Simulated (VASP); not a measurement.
GdO, 2 atoms in the cell. It takes space group F-43m (No. 216, cubic). Conventional cell: a = 5.400 Å, b = 5.400 Å, c = 5.400 Å, α = 90.00°, β = 90.00°, γ = 90.00°. Gd (site symmetry -43m) is surrounded by 4 O at 2.34 Å. O (site symmetry -43m) has 4 Gd at 2.34 Å as nearest neighbours. The cell comes from a database or a generator and needn't be the stable form of this composition.

* Program: VASP 6.6.1
* Task: single point
* Functional: PBEsol
* Potentials or basis: VASP PAW PBE potentials, release 64 (Gd, O)
* Cutoff: 520 eV
* k mesh: 6 × 6 × 6
* Occupations: gaussian, width 0.05 eV
* Spin: collinear spin, ferromagnetic start
* Starting moments: [7.0, 0.0] μB
* Fixed moment: 1 μB
* Hubbard terms: Gd f U = 5 eV
* Further INCAR settings: ALGO = Normal; EDIFF = 1e-06

Potentials or basis: VASP PAW PBE potentials, release 64 (Gd, O).

Run with:

```sh
$ cat potpaw_PBE.64/Gd/POTCAR potpaw_PBE.64/O/POTCAR > POTCAR
$ mpirun -np 1 vasp_std > vasp.out
```

Hardware: 1 thread of Intel(R) Xeon(R) Platinum 8375C CPU @ 2.90GHz (Ice Lake) (shared host).

Estimate the wall time of this run.

Wall time 4.1 min on 1 thread of Intel(R) Xeon(R) Platinum 8375C CPU @ 2.90GHz (Ice Lake), with other jobs on the host, peak memory 0.2 GiB. Counts: scf iterations 91, k points 16.
